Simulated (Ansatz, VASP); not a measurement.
**Two plane-wave programs on ZnO**

```xyz
4
Lattice="3.2500 0.0000 0.0000 -1.6250 2.8146 0.0000 0.0000 0.0000 5.2050" Properties=species:S:1:pos:R:3 pbc="T T T"
Zn    0.0000    1.8764    0.0000
Zn    1.6250    0.9382    2.6025
O     0.0000    1.8764    1.9883
O     1.6250    0.9382    4.5908
```

Alike in both runs: task relaxation of cell and atoms; functional LDA; k mesh 9 × 9 × 6; no spin polarisation.

|  | VASP | Ansatz |
| --- | --- | --- |
| version | VASP 6.6.1 | Ansatz 0.2.0 |
| potentials or method | VASP PAW LDA potentials, release 64 (Zn, O) | scalar-relativistic, plane waves, PAW |
| plane-wave cutoff (eV) | 600 | 520 |
| occupations | gaussian, width 0.01 eV | fixed |
| valence electrons in the cell | 36 | 36 |

|  | VASP | Ansatz | Ansatz less VASP |
| --- | --- | --- | --- |
| gap on the k mesh at the Fermi level, each at its own relaxed structure (eV) | 0.80 | 0.80 | +0.003 |
| relaxed volume (Å³/atom) | 11.40 | 11.33 | -0.075 |
| relaxed cell length with the largest relative difference (Å) | 5.165 | 5.152 | -0.0123 |
| energy change over the relaxation (meV/atom) | -10 | -14 | -3.2 |
